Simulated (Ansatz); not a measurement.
# What a change of settings does to a run on Pt

The cell comes from COD entry 9012957, which wasn't checked; take it as a given geometry. It is an old determination, and later ones may differ.

First run: DFT, PBE, all-electron LAPW, scalar-relativistic (Ansatz 0.2.0).

Command: `ansatz run input.yaml --threads 1 --pin off --max-ram 2048MiB --backend cpu --events-out ev --progress --plain --runs-dir out` The run took 17 s on 1 thread of Intel(R) Xeon(R) 6975P-C (Granite Rapids), on a shared host, peak memory 0.57 GiB.

```yaml
crystal:
  lattice:
    - [0.0, 1.9579, 1.9579]
    - [1.9579, 0.0, 1.9579]
    - [1.9579, 1.9579, 0.0]
  atoms:
    - { symbol: Pt, position: [0.0, 0.0, 0.0] }
kpoints:
  mp_grid: { grid: [18, 18, 18] }
scf:
  occupations: { method: fermi_dirac, width: 0.03 }
hamiltonian:
  xc: pbe
  pseudopotentials: { kind: all_electron, lapw: { basis_error: 0.00025 } }
output:
  forces: true
  stress: true
  eigenvalues: true
basis:
  ecutwfc: 400
```

Result: converged; pressure 11.37 GPa; no gap on the k mesh; 8 SCF iterations.

No spin–orbit coupling, which matters for the heavy atoms here.

A second input differs as follows:

```diff
@@ -10,7 +10,9 @@
 scf:
   occupations: { method: fermi_dirac, width: 0.03 }
+  max_iter: 100
 hamiltonian:
   xc: pbe
   pseudopotentials: { kind: all_electron, lapw: { basis_error: 0.00025 } }
+  hubbard: { sites: [{ species: Pt, l: f, u_eff: 4.0 }] }
 output:
   forces: true
```

Problem. Does the change harm the result?

Solution. Not here: the run converged; energy at zero smearing 0.0 meV/atom from the first run; pressure 11.38 GPa; no gap on the k mesh; 8 SCF iterations, so the odd setting did no harm in this case.
